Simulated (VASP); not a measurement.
# TiSi2 (Fddd) in VASP: settings compared, part 3 of 3

VASP 6.6.1.

### Step 5. Relaxation of cell and atoms, PBEsol+D3

INCAR

```
  PREC = Accurate
  ENCUT = 600
  EDIFF = 1E-6
  ISMEAR = -1
  SIGMA = 0.05
  LREAL = F
  LASPH = T
  NELM = 80
  ALGO = Fast
  ISIF = 3
  LWAVE = F
  LCHARG = F
  GGA = PS
  IVDW = 11
  IBRION = 2
  NSW = 40
  EDIFFG = -0.01
```

KPOINTS

```
Automatic mesh
0
Gamma
  7 7 7
```

POSCAR

```
TiSi2
1.0
    0.0000000000      4.1175163063      4.2628978354
    2.3895119538      0.0000000000      4.2628978354
    2.3895119538      4.1175163063      0.0000000000
Ti Si
2 4
Direct
    0.7500000000      0.7500000000      0.7500000000
    0.5000000000      0.5000000000      0.5000000000
    0.4125656100      0.0874343900      0.4125656100
    0.0874343900      0.4125656100      0.0874343900
    0.1625656100      0.8374343900      0.1625656100
    0.8374343900      0.1625656100      0.8374343900
```

Potentials or basis: VASP PAW PBE potentials, release 64 (Ti_sv, Si).

Started as:

```sh
$ cat potpaw_PBE.64/Ti_sv/POTCAR potpaw_PBE.64/Si/POTCAR > POTCAR
$ mpirun -np 1 vasp_std > vasp.out
```

OUTCAR:

```text
PREC = Accurate
   ENCUT = 600
   EDIFF = 1E-6
   ISMEAR = -1
   LREAL = F
   LASPH = T
   NELM = 80
   ISIF = 3
   GGA = PS
   IVDW = 11
   IBRION = 2
   NSW = 40
   EDIFFG = -0.01
 IVDW          = 11

 ion  position               nearest neighbor table
   1  0.750  0.750  0.750-   6 2.55   5 2.55   6 2.55   5 2.55   3 2.74   3 2.74   4 2.74   4 2.74
                             3 2.78   4 2.78
   2  0.500  0.500  0.500-   4 2.55   3 2.55   4 2.55   3 2.55   5 2.74   5 2.74   6 2.74   6 2.74
                             5 2.78   6 2.78
   3  0.413  0.087  0.413-   6 2.52   6 2.52   2 2.55   2 2.55   4 2.68   1 2.74   1 2.74   1 2.78
                             4 2.79   4 2.79
   4  0.087  0.413  0.087-   5 2.52   5 2.52   2 2.55   2 2.55   3 2.68   1 2.74   1 2.74   1 2.78
                             3 2.79   3 2.79
   5  0.163  0.837  0.163-   4 2.52   4 2.52   1 2.55   1 2.55   6 2.68   2 2.74   2 2.74   2 2.78
                             6 2.79   6 2.79
   6  0.837  0.163  0.837-   3 2.52   3 2.52   1 2.55   1 2.55   5 2.68   2 2.74   2 2.74   2 2.78
                             5 2.79   5 2.79

  LATTYP: Found a face centered orthorhombic cell.
 ALAT       =     4.7790239076
 B/A-ratio  =     1.7231620456
 C/A-ratio  =     1.7840035613

  Lattice vectors:

 A1 = (   0.0000000000,   4.1175163063,   4.2628978354)
 A2 = (   2.3895119538,   0.0000000000,   4.2628978354)
 A3 = (   2.3895119538,   4.1175163063,   0.0000000000)

Analysis of symmetry for initial positions (statically):
=====================================================================
 Subroutine PRICEL returns:
 Original cell was already a primitive cell.
[... 185 lines left out ...]

 Edisp (eV)   -1.66507

 E8    (eV) :    -1.0050
[... 117 lines left out ...]
  FREE ENERGIE OF THE ION-ELECTRON SYSTEM (eV)
  ---------------------------------------------------
  free  energy   TOTEN  =       -45.4042862950 eV

  energy  without entropy=      -45.3851204130  energy(sigma->0) =      -45.39470335

[... ionic steps 4 to 8 ...]

--------------------------------------- Ionic step        9  -------------------------------------------

 number of electron      40.0000000 magnetization

------------------------ aborting loop because EDIFF is reached ----------------------------------------
[... 83 lines left out ...]
--------------------------------------- Ionic step       11  -------------------------------------------

 number of electron      40.0000000 magnetization

 Free energy of the ion-electron system (eV)
  ---------------------------------------------------
  ext. energy  EPLUGINS =         0.00000000
  ---------------------------------------------------
  free energy    TOTEN  =       -43.64654019 eV

  energy without entropy =      -43.62732060  energy(sigma->0) =      -43.63693039

 E-fermi :  10.6174     XC(G=0): -12.0125

 val. band max:       10.5717799770   @ k =   0.0000   0.4286   0.4286
 cond. band min:      10.6179103914   @ k =  -0.1429   0.1429   0.1429
 fundamental gap:      0.0461304144
 Fermi energy:        10.6173934141

 k-point     1 :       0.0000    0.0000    0.0000
  band No.  band energies     occupation
      1     -45.2526      2.00000
      2     -45.2169      2.00000
      3     -21.7751      2.00000
      4     -21.7516      2.00000
      5     -21.6623      2.00000
      6     -21.6450      2.00000
[... 637 lines left out ...]
     23      13.8110      0.00000
     24      13.9290      0.00000

 [... further k-points ...]

------------------------ aborting loop because EDIFF is reached ----------------------------------------

 Edisp (eV)   -1.76041

 E8    (eV) :    -1.0716
[... 29 lines left out ...]
  FREE ENERGIE OF THE ION-ELECTRON SYSTEM (eV)
  ---------------------------------------------------
  free  energy   TOTEN  =       -45.4069527993 eV

  energy  without entropy=      -45.3877332022  energy(sigma->0) =      -45.39734300

 reached required accuracy - stopping structural energy minimisation
```

CONTCAR:

```text
TiSi2
   1.00000000000000
     0.0000000000000000    4.0398741193597587    4.2244398837779320
     2.3564424787111964    0.0000000000000000    4.2244398837779320
     2.3564424787111964    4.0398741193597587    0.0000000000000000
  Ti              Si
     2     4
Direct
     0.7500000000000000    0.7500000000000000    0.7500000000000000
     0.5000000000000000    0.5000000000000000    0.5000000000000000
     0.4133647201018208    0.0866352798981793    0.4133647201018208
     0.0866352798981793    0.4133647201018208    0.0866352798981793
     0.1633647201018207    0.8366352798981794    0.1633647201018207
     0.8366352798981794    0.1633647201018207    0.8366352798981794

  0.00000000E+00  0.00000000E+00  0.00000000E+00
  0.00000000E+00  0.00000000E+00  0.00000000E+00
  0.00000000E+00  0.00000000E+00  0.00000000E+00
  0.00000000E+00  0.00000000E+00  0.00000000E+00
  0.00000000E+00  0.00000000E+00  0.00000000E+00
  0.00000000E+00  0.00000000E+00  0.00000000E+00
```

Run time: 21 min. Hardware: 1 thread of Intel Xeon 6975P-C (Granite Rapids), shared host; peak memory 0.4 GiB.

What came out:

| Property | Result |
| --- | --- |
| Free energy | -45.4070 eV |
| Relaxed volume | 13.41 Å³/atom |
| Relaxed cell | a = 5.845 Å, b = 4.837 Å, c = 4.677 Å, α = 75.79°, β = 53.34°, γ = 50.86° |
| Space group after relaxing (to 0.05 Å) | Fddd (No. 70) |
| Energy gained by relaxing | 12.1 meV/atom |
| Ionic steps | 11 |
| Pressure after relaxing | 0.0 GPa |
| Band gap on the k mesh | none (metal or under the smearing width) |
| Dispersion energy per atom | -0.293 eV |

The path:
| step | energy change (eV) | largest force (eV/Å) | pressure (GPa) | volume (Å³) |
| --- | --- | --- | --- | --- |
| 1 | 0.0000 | 0.0303 | -6.18 | 83.88 |
| 2 | -0.0112 | 0.0734 | 6.80 | 77.50 |
| 3 | -0.0699 | 0.0512 | 0.17 | 80.45 |
| 4 | -0.0699 | 0.0510 | -0.03 | 80.52 |
| 5 | -0.0720 | 0.0255 | -0.16 | 80.46 |
| 6 | -0.0722 | 0.0318 | -0.15 | 80.48 |
| 7 | -0.0724 | 0.0204 | 0.08 | 80.35 |
| 8 | -0.0724 | 0.0175 | 0.17 | 80.31 |
| 9 | -0.0725 | 0.0023 | 0.07 | 80.36 |
| 10 | -0.0725 | 0.0016 | 0.07 | 80.37 |
| 11 | -0.0725 | 0.0009 | 0.00 | 80.43 |

Final structure:
```
CELL_PARAMETERS angstrom
0.00000 4.03987 4.22444
2.35644 0.00000 4.22444
2.35644 4.03987 0.00000
ATOMIC_POSITIONS crystal
Ti 0.75000 0.75000 0.75000
Ti 0.50000 0.50000 0.50000
Si 0.41336 0.08664 0.41336
Si 0.08664 0.41336 0.08664
Si 0.16336 0.83664 0.16336
Si 0.83664 0.16336 0.83664
```

Caveat: the PAW data sets were made with another functional, which shifts forces and pressure a little; pairwise dispersion overbinds metals, which lowers pressure and volume.

### Step 6. For comparison

An earlier run on the cell as given: functional PBEsol; potentials or basis VASP PAW PBE potentials, release 64 (Ti_sv, Si); cutoff 520 eV; k mesh 7 × 7 × 7; occupations fermi-dirac, width 0.05 eV; no spin polarisation.

- Pressure: -1.8 GPa
- Largest force: 0.049 eV/Å
- Band gap on the k mesh: none (metal or under the smearing width)

### Step 7. The runs side by side

```csv
task,level,cell,cutoff (eV),ladder,gap on the mesh (eV),pressure (GPa),relaxed volume (Å³/atom),largest force (eV/Å)
relaxation of cell and atoms,PBE+D4,relaxed,600,-,none,0.0,13.73,0.01
relaxation of cell and atoms,PBE+rVV10,relaxed,600,-,none,0.0,14.08,0.01
relaxation of cell and atoms,PBE+TS,relaxed,600,-,none,0.0,13.54,-
relaxation of cell and atoms,PBEsol+D3,relaxed,600,-,none,0.0,13.41,-
single point,PBEsol,as given,520,free,none,-1.8,-,0.05
```

Alike in all rows: potentials or basis VASP PAW PBE potentials, release 64 (Ti_sv, Si); no spin polarisation; k mesh 7 × 7 × 7; smearing fermi-dirac 0.05 eV.

Caveats: pairwise dispersion overbinds metals, which lowers pressure and volume (some runs); the PAW data sets were made with another functional, which shifts forces and pressure a little (some runs); atom-pairwise D2, TS and ULG terms overbind metals (some runs).

Absolute energies hang on the potentials; compare differences alone.
